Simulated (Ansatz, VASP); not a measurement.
Two plane-wave programs on Pb

```
CELL_PARAMETERS angstrom
3.48000 0.00000 0.00000
-1.74000 3.01377 0.00000
0.00000 0.00000 5.59000
ATOMIC_POSITIONS crystal
Pb 0.66667 0.33333 0.75000
Pb 0.33333 0.66667 0.25000
```

This isn't the form of Pb at room conditions, which is fcc.

Alike in both runs: task single point; functional LDA; k mesh 9 × 9 × 5; occupations fermi-dirac, width 0.05 eV; no spin polarisation.

|  | VASP | Ansatz |
| --- | --- | --- |
| version | VASP 6.6.1 | Ansatz 0.2.0 |
| potentials or method | VASP PAW LDA potentials, release 64 (Pb_d) | Ansatz PAW |
| plane-wave cutoff (eV) | 520 | 420 |
| valence electrons in the cell | 28 | 28 |

|  | VASP | Ansatz | Ansatz less VASP |
| --- | --- | --- | --- |
| gap on the k mesh at the Fermi level (eV) | none | none | - |
| pressure (GPa) | -0.5 | -0.6 | -0.04 |
| largest component of the traceless stress (GPa) | 2.46 | 2.37 | -0.091 |

A gap of «none» marks a metal or a gap that the smearing closes.

Caveats: the PAW data sets come from PBE, with cores solved anew for the run's functional, which leaves a small shift of forces and pressure (Ansatz). Spin-orbit coupling is left out, which matters for the levels of Pb.
